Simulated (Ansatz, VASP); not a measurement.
# Two plane-wave programs on AlN

INCAR

```
SYSTEM = AlN
  ALGO = Normal
  EDIFF = 1E-7
  ENCUT = 520
  GGA = PE
  ISIF = 2
  ISMEAR = -1
  LASPH = .TRUE.
  LCHARG = .FALSE.
  LREAL = .FALSE.
  LWAVE = .FALSE.
  NBANDS = 11
  NELM = 100
  PREC = Accurate
  SIGMA = 0.05
```

Contents of KPOINTS:

```
k-points
0
G
  11 11 11
  0 0 0
```

The input POSCAR:

```
AlN
1.0
    0.0000000000      2.0070211428      2.0070211428
    2.0070211428      0.0000000000      2.0070211428
    2.0070211428      2.0070211428      0.0000000000
Al N
1 1
Direct
    0.5000000000      0.5000000000      0.5000000000
    0.0000000000      0.0000000000      0.0000000000
```

input.yaml

```yaml
crystal:
  lattice:
    - [0.0, 2.0070211428, 2.0070211428]
    - [2.0070211428, 0.0, 2.0070211428]
    - [2.0070211428, 2.0070211428, 0.0]
  atoms:
    - { symbol: Al, position: [0.5, 0.5, 0.5] }
    - { symbol: "N", position: [0.0, 0.0, 0.0] }
hamiltonian:
  xc: pbe
  pseudopotentials: { kind: paw }
kpoints:
  mp_grid: { grid: [11, 11, 11] }
scf:
  occupations: { method: fermi_dirac, width: 0.05 }
output:
  forces: true
  stress: true
  eigenvalues: true
```

Change from the starting cell: volume scaled by 0.96.

Alike in both runs: task single point; functional PBE; k mesh 11 × 11 × 11; occupations fermi-dirac, width 0.05 eV; no spin polarisation.

|  | VASP | Ansatz |
| --- | --- | --- |
| version | VASP 6.6.1 | Ansatz 0.2.0 |
| potentials or method | VASP PAW PBE potentials, release 64 (Al, N) | Ansatz PAW |
| plane-wave cutoff (eV) | 520 | 420 |
| valence electrons in the cell | 8 | 8 |

Ansatz gave:

```
gap on the k mesh at the Fermi level (eV) : 4.97
least direct gap on the mesh (eV)         : 5.98
pressure (GPa)                            : 11.5
```

Task: Estimate VASP's values.

Result: gap on the k mesh at the Fermi level (eV): 4.95; least direct gap on the mesh (eV): 6.00; pressure (GPa): 11.2.

Caveats: an odd mesh through Γ misses points on the zone boundary, where band edges often lie (VASP); odd divisions of the mesh miss points on the zone boundary, where band edges often lie, so the gap on the mesh can be too wide (Ansatz); the pressure holds a Pulay correction of +0.6 GPa for the finite cutoff (Ansatz).
